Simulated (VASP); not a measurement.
Wanted: the native input for a VASP 6.6.1 run.

- Task: relaxation of cell and atoms
- Functional: PBEsol
- Potentials or basis: VASP PAW PBE potentials, release 64 (K_sv, F)
- Cutoff: 600 eV
- k mesh: 6 × 6 × 6
- Occupations: fermi-dirac, width 0.01 eV
- Spin: no spin polarisation
- Dipole correction: no
- Further INCAR settings: ALGO = Fast; EDIFF = 1e-06; IBRION = 2; EDIFFG = -0.03; NSW = 60; ISIF = 3

The structure of KF (Carobbiite) lies in POSCAR:

```
KF
1.0
    0.0000000000      2.6718500000      2.6718500000
    2.6718500000      0.0000000000      2.6718500000
    2.6718500000      2.6718500000      0.0000000000
K F
1 1
Direct
    0.0000000000      0.0000000000      0.0000000000
    0.5000000000      0.5000000000      0.5000000000
```

These files were run (other wordings do the same):

INCAR

```
PREC = Accurate
ENCUT = 600
EDIFF = 1E-6
ISMEAR = -1
SIGMA = 0.01
LREAL = F
LASPH = T
NELM = 100
ALGO = Fast
ISIF = 3
LWAVE = F
LCHARG = F
GGA = PS
IBRION = 2
NSW = 60
EDIFFG = -0.03
```

KPOINTS

```
regular mesh
0
Gamma
  6 6 6
```

Potentials or basis: VASP PAW PBE potentials, release 64 (K_sv, F).

Launch:

```bash
$ cat potpaw_PBE.64/K_sv/POTCAR potpaw_PBE.64/F/POTCAR > POTCAR
$ mpirun -np 1 vasp_std > vasp.out
```

Results of the run:

```yaml
Relaxed_volume: 18.67 Å³/atom
Relaxed_cell: a = 3.752 Å, b = 3.752 Å, c = 3.752 Å, α = 60.00°, β = 60.00°, γ = 60.00°
Space_group_after_relaxing_to_0.05_Å: Fm-3m (No. 225)
Energy_gained_by_relaxing: 0.8 meV/atom
Ionic_steps: 3
Pressure_after_relaxing: 0.0 GPa
Band_gap_on_the_k_mesh: 6.14 eV, direct
```

Caveat: the PAW data sets were made with another functional, which shifts forces and pressure a little.

Wall time 22 s on 1 thread of Intel(R) Xeon(R) 6975P-C (Granite Rapids), with other jobs on the host, peak memory 0.17 GiB.
